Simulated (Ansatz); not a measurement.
ZnTe (zinc blende)

```xyz
2
Lattice="0.0000 3.0567 3.0567 3.0567 0.0000 3.0567 3.0567 3.0567 0.0000" Properties=species:S:1:pos:R:3 pbc="T T T"
Te     4.5851     4.5851     4.5851
Zn     0.0000     0.0000     0.0000
```

In each cell atom 2 (Zn, nearest neighbour Te at 2.647 Å; its periodic images, 4.3 Å or more away, move with it) moves by s·(0.707, 0.707, 0.000) (along Cartesian [110]), the rest being held.

Level of theory: r2SCAN (plane waves to 500 eV, PAW, scalar-relativistic; Ansatz, a quantum-chemistry and plane-wave program). k mesh 8×8×8 (Γ-centred), Fermi-Dirac smearing 0.05 eV. F∥ is the force on the atom along that direction. Spin-orbit coupling is left out, though Te is heavy. ZnTe was relaxed with its symmetry unable to fall. 

```json
[
 {"s (Å)": "-0.260", "F∥ (eV/Å)": "1.382"},
 {"s (Å)": "-0.208", "F∥ (eV/Å)": "1.077"},
 {"s (Å)": "-0.156", "F∥ (eV/Å)": "0.791"},
 {"s (Å)": "-0.104", "F∥ (eV/Å)": "0.520"},
 {"s (Å)": "-0.052", "F∥ (eV/Å)": "0.257"},
 {"s (Å)": "0.000", "F∥ (eV/Å)": "0.000"},
 {"s (Å)": "0.052", "F∥ (eV/Å)": "-0.257"},
 {"s (Å)": "0.104", "F∥ (eV/Å)": "-0.520"},
 {"s (Å)": "0.156", "F∥ (eV/Å)": "-0.791"},
 {"s (Å)": "0.208", "F∥ (eV/Å)": "-1.077"},
 {"s (Å)": "0.260", "F∥ (eV/Å)": "-1.382"}
]
```

What is the force constant k = d²E/ds² of this move at s = 0?

4.93 eV/Å². The forces along the line at the two nearest points give (0.257 − (-0.257)) / (2·0.052) = 4.94 eV/Å²; the next pair corrects for the finite step.

(For displaced atoms, the force is minus the slope of the energy, and its curvature is a force constant, which sets phonon frequencies.)
